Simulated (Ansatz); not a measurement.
## Does relaxation matter for the field gradients of Hf₃N₄?

Start: a COD entry, taken as it stands.

```cif
data_Hf3N4
_symmetry_space_group_name_H-M 'I-43d'
_symmetry_Int_Tables_number 220
_cell_length_a 6.7010
_cell_length_b 6.7010
_cell_length_c 6.7010
_cell_angle_alpha 90.000
_cell_angle_beta 90.000
_cell_angle_gamma 90.000
loop_
_atom_site_label
_atom_site_type_symbol
_atom_site_symmetry_multiplicity
_atom_site_Wyckoff_symbol
_atom_site_fract_x
_atom_site_fract_y
_atom_site_fract_z
Hf Hf 12 a 0.3750 0.0000 0.2500
N N 16 c 0.0630 0.0630 0.0630
```

One atom of each set is listed; the run and its k-mesh use a cell of 14 atoms with edges of 5.80, 5.80, 5.80 Å.

Method: Kohn–Sham DFT in Ansatz, PBE, plane waves and PAW, scalar-relativistic, 420 eV cutoff, Γ-centred 6×6×6 k-points, Fermi–Dirac smearing 0.02 eV.

The largest force at the start is 0.32 eV/Å. Relaxing the ions at fixed cell moves them by 0.055 Å at most (atom 7, N) and 0.042 Å rms. End positions:

Hf (0.3750, 0.0000, 0.2500)
N (0.0678, 0.0678, 0.0678)

```json
{"site": "Hf", "moved (Å)": "0.000", "first shell before": "8 N at 2.18–2.47 Å", "first shell after": "8 N at 2.21–2.44 Å", "V_zz before (10²¹ V/m²)": "34.4", "η before": "0.00"}
{"site": "N", "moved (Å)": "0.055", "first shell before": "6 Hf at 2.18–2.47 Å", "first shell after": "6 Hf at 2.21–2.44 Å", "V_zz before (10²¹ V/m²)": "1.01", "η before": "0.00"}
```

Question: How do the gradients change?

Answer: 

```
site  V_zz after  η after  change of V_zz
  Hf        26.2     0.00           -8.26
   N        0.78     0.00           -0.23
```

The largest change of V_zz is on Hf, from 34.4 to 26.2. In per cent, |V_zz| changes by -24 on Hf, -22 on N (all sites that start above 0.5).

Without spin–orbit coupling the gradients at and beside Hf can be off by some per cent, at some sites by more.
